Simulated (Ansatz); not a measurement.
Input file:

```yaml
crystal:
  lattice:
    - [6.926, 0.0, 0.0]
    - [-5.1945, 8.997138, 0.0]
    - [0.0, 0.0, 5.539]
  atoms:
    - { symbol: Tl, position: [0.1666667, 0.2222222, 0.25] }
    - { symbol: Tl, position: [0.3333333, 0.1111111, 0.75] }
    - { symbol: Tl, position: [0.1666667, 0.5555556, 0.25] }
    - { symbol: Tl, position: [0.3333333, 0.4444444, 0.75] }
    - { symbol: Tl, position: [0.1666667, 0.8888889, 0.25] }
    - { symbol: Tl, position: [0.3333333, 0.7777778, 0.75] }
    - { symbol: Tl, position: [0.6666667, 0.2222222, 0.25] }
    - { symbol: Tl, position: [0.8333333, 0.1111111, 0.75] }
    - { symbol: Tl, position: [0.6666667, 0.5555556, 0.25] }
    - { symbol: Tl, position: [0.8333333, 0.4444444, 0.75] }
    - { symbol: Tl, position: [0.6666667, 0.8888889, 0.25] }
    - { symbol: Tl, position: [0.8333333, 0.7777778, 0.75] }
    - { symbol: H, position: [0.5002075, 0.6619286, 0.4949024] }
basis:
  ecutwfc: 420.0
kpoints:
  mp_grid: { grid: [3, 2, 3] }
hamiltonian:
  xc: pbesol
scf:
  occupations: { method: fermi_dirac, width: 0.05 }
  lower_state_search: "off"
relax:
  f_tol: 0.08
  max_steps: 25
  adjacent_minimum: "off"
output:
  write_density: true
  write_potential: true
  elf: true
  volumetric_format: npy
```

Run as:

```bash
$ ansatz run input.yaml --threads 4 --pin off --max-ram 10240MiB --backend cpu --events-out ev --progress --plain --runs-dir out
```

Hardware: 4 threads of AMD EPYC 7B13 (Zen 3), with other jobs on the host.

Roughly how long does this run take, and how much memory?

13 s, with a peak of 1.2 GiB, for 2 ionic steps.
